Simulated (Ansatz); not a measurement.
# An added O started as a split pair with an O atom in corundum Al2O3, 121 atoms, charge −2

All numbers come from Ansatz (PAW, plane waves, no spin–orbit coupling) at the single k point (¼, ¼, ¼) without its symmetry partners. The atoms were relaxed with PBEsol in a fixed cell; other functionals are single points on those atoms unless said otherwise. The valence top and gap of the host come from its small cell on a dense mesh, with the band extrema sought between the mesh points, lined up by the mean potential, PBEsol gap 6.03 eV, HSE06 gap 7.99 eV. The charge correction uses an assumed dielectric constant of 10.

Cell: a = 9.548 Å, b = 9.548 Å, c = 13.014 Å, α = 90.00°, β = 90.00°, γ = 120.00°.

Nearest atoms after relaxation, from the placed atom (for vacancies from the middle of the vacant sites): Al at 1.79 Å, Al at 1.86 Å, Al at 1.88 Å, Al at 1.95 Å, O at 2.19 Å, O at 2.37 Å, O at 2.46 Å, O at 2.52 Å.

Chemical potentials μ are those of reference phases of the elements at zero temperature by the same functional (the usual solids, diamond for C, grey Sn, and the molecules H2, N2, O2, F2, Cl2, Br2 and S8).

```tsv
functional	E(defect) − E(host) − Σ nμ + q·E_VBM (eV)	monopole (eV)	alignment (eV)	formation energy at E_F = VBM (eV)	moment (μB)	wall time, shared host
PBEsol	9.26	0.77	-0.26	9.77	0 (no spin)	13 s on NVIDIA GB200 (relaxation)
HSE06	11.99	0.77	-0.26	12.50	0 (no spin)	22 s on NVIDIA GB200
```

HSE06 one-electron levels near the gap (the ten most localised at most), from the host's valence top, not corrected for the charge's images:

| level (eV) | spin | filling | atoms sharing it | element of the atom with most weight |
| --- | --- | --- | --- | --- |
| -0.24 | both | 2.00 | 47.2 | spread |
| -0.22 | both | 2.00 | 54.9 | spread |
| -0.18 | both | 2.00 | 49.7 | spread |
| -0.13 | both | 2.00 | 24.1 | O |
| -0.09 | both | 2.00 | 32.6 | O |
| 0.01 | both | 2.00 | 19.3 | O |
| 0.06 | both | 2.00 | 19.3 | O |
| 0.81 | both | 2.00 | 7.5 | O |
| 0.87 | both | 2.00 | 7.6 | O |
| 1.25 | both | 2.00 | 4.9 | O |

All elements are taken at their own reference at once; growth conditions in equilibrium with the host shift these energies, by up to the host's formation enthalpy.

One k point and a cell of this size can leave errors of several tenths of an eV in such numbers.

The added oxygen no longer forms a peroxide pair: its nearest oxygen is at 2.19 Å, far beyond an O–O single bond, while its shortest Al contacts, from 1.79 Å, are ordinary Al–O bonds. This is what two extra electrons should do, since they fill the antibonding σ* orbital of a peroxide unit and leave two separate oxide ions.

The filled, oxygen-dominated levels from 0.81 to 1.25 eV lie low in the HSE06 gap. They are probably 2p lone-pair states of the crowded oxide ions, pushed above the valence band by repulsion between close anions and a weaker electrostatic potential than at a regular oxygen site.

The high formation energies at the valence top reflect the cost of taking two electrons from there. This cost falls as the Fermi level rises, so the charge state is favoured by electron-rich conditions. The larger HSE06 value probably reflects mainly its deeper valence top. Without the neutral and singly charged states, neither an acceptor level nor the Fermi-level range where this ion prevails can be given.
